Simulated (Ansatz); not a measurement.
CaSe (rocksalt), relaxed with r2SCAN in Ansatz. It is cubic, Fm-3m (No. 225); a = 5.935 Å in the conventional setting, 26.13 Å³ an atom. Ca has 6 Se at 2.97 Å; Se has 6 Ca at 2.97 Å.

The axes x, y and z are those of this cell:
```yaml
crystal:
  lattice:
    - [0.00000, 2.96754, 2.96754]
    - [2.96754, 0.00000, 2.96754]
    - [2.96754, 2.96754, 0.00000]
  atoms:
    - { symbol: Ca, position: [0.00000, 0.00000, 0.00000] }
    - { symbol: Se, position: [0.50000, 0.50000, 0.50000] }
```

Unstrained: The PBE gap is indirect, 2.057 eV (Γ to X), below the direct gap of 2.980 eV at X. r2SCAN gives an indirect gap of 2.518 eV, from Γ to X; the least direct gap is 3.458 eV at X. With HSE06 the valence top lies at Γ and the conduction bottom at X, 2.999 eV higher; the smallest vertical gap, at X, is 4.032 eV. Meshes: PBE 8×8×8, r2SCAN 8×8×8, HSE06 6×6×6. Strains are changes of length per length. After each strain the atoms were relaxed again with r2SCAN within the symmetry that the strain leaves, so tilts or polar shifts that break it weren't tested; points keep the names that they have in the unstrained zone. No spin polarisation and no zero-point or thermal motion.

Q: Estimate what uniaxial +4.95 % along z, other directions held does to the gap.

A: PBE: the gap goes from 2.057 to 2.159 eV (+0.102 eV). r2SCAN: the gap goes from 2.518 to 2.617 eV (+0.099 eV). HSE06: the gap goes from 2.999 to 3.097 eV (+0.098 eV). The r2SCAN energy rises by 19.0 meV an atom.

Q: One strain changed the r2SCAN stress by xx +1.17, yy +1.17, zz +1.17, xy +0.42, xz +0.42, yz +0.42 GPa (compression positive) and the gap by -0.134 eV (PBE), -0.138 eV (r2SCAN), -0.145 eV (HSE06). Which kind of strain was it, and roughly how large?

A: Uniaxial -2.15 % along [111], other directions held. The pattern of the stress gives the kind; the size needs the stiffness, so it is an estimate.

Q: One strain changed the r2SCAN stress by xx -4.75, yy -4.75, zz +0.03 GPa (compression positive) and the gap by +0.142 eV (PBE), +0.138 eV (r2SCAN), +0.139 eV (HSE06). Which kind of strain was it, and roughly how large?

A: Epitaxial +5.11 % in the xy plane, free normal strain -1.66 %. The pattern of the stress gives the kind; the size needs the stiffness, so it is an estimate.

The runs are scalar-relativistic, without spin-orbit coupling.

The meshes of the hybrids are coarse, so their gaps aren't converged to the digits shown.
